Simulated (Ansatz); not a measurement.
# GeO2, response to strain

Take GeO2 in the rutile structure (space group P4_2/mnm, No. 136; a = 4.488 Å, c = 2.905 Å) as the base. Axes: x, y, z lie along a, b, c of the conventional cell.

Strains are applied to the cell and any free atomic positions relax; under biaxial strain the out-of-plane vector relaxes too.

Level of theory: Ansatz (a program for electronic structure), PBE, PAW, cutoff 420 eV, no SOC.

Notes on the quantities. pressure: mean of the normal stresses, compression positive.

```tsv
variant	band gap	volume per atom	pressure
base	1.23 eV	9.75 Å³	0.00 GPa
biaxial strain −2.06 %, plane normal [001], relaxed out of plane	1.40 eV	9.48 Å³	4.80 GPa
biaxial strain +0.30 %, plane normal [001], relaxed out of plane	1.21 eV	9.79 Å³	-0.60 GPa
biaxial strain +4.66 %, plane normal [001], relaxed out of plane	1.09 eV	10.43 Å³	-6.61 GPa
isotropic strain −0.13 %	1.27 eV	9.71 Å³	0.84 GPa
isotropic strain +1.27 %	0.79 eV	10.13 Å³	-7.28 GPa
tensor shear ε_xz = −2.05 %	1.22 eV	9.75 Å³	0.28 GPa
```

Whether these cells are dynamically stable was not tested.
